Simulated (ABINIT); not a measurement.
Crystal: SiO2.

```
Si O
1.0
     4.97559    0.00000    0.00000
     0.00000    4.97559    0.00000
     0.00000    0.00000    6.90089
Si O
4 8
Direct
  0.80325 0.80325 0.50000
  0.69675 0.30325 0.25000
  0.30325 0.69675 0.75000
  0.19675 0.19675 0.00000
  0.76176 0.11039 0.43204
  0.88961 0.23824 0.06796
  0.11039 0.76176 0.56796
  0.26176 0.38961 0.81796
  0.23824 0.88961 0.93204
  0.73824 0.61039 0.31796
  0.38961 0.26176 0.18204
  0.61039 0.73824 0.68204
```

The cell comes from a database or a generator and needn't be the stable form of this composition.

Base run:

```yaml
Program: ABINIT 10.8.3 (patched build)
Functional: PBEsol
Potentials_or_basis: JTH PAW PBE v2.0
Cutoff: 626 eV
k_mesh: 5 × 5 × 3
Occupations: fermi-dirac, width 0.05 eV
Spin: no spin polarisation
```

Its results: band gap on the k mesh 5.66 eV, direct; pressure 0.8 GPa; largest force 0.046 eV/Å.

Task: The run is repeated on the same cell with these changes: functional from PBEsol to PBE; k mesh from 5 × 5 × 3 to 6 × 6 × 4. What comes out?

Result: Band gap on the k mesh 5.72 eV, direct; pressure 3.0 GPa; largest force 0.145 eV/Å.

Several settings changed at once, so the effect can't be laid on one alone.

Caveats: the atomic spheres overlap; the PAW data sets were made with another functional, which shifts forces and pressure a little (some runs).
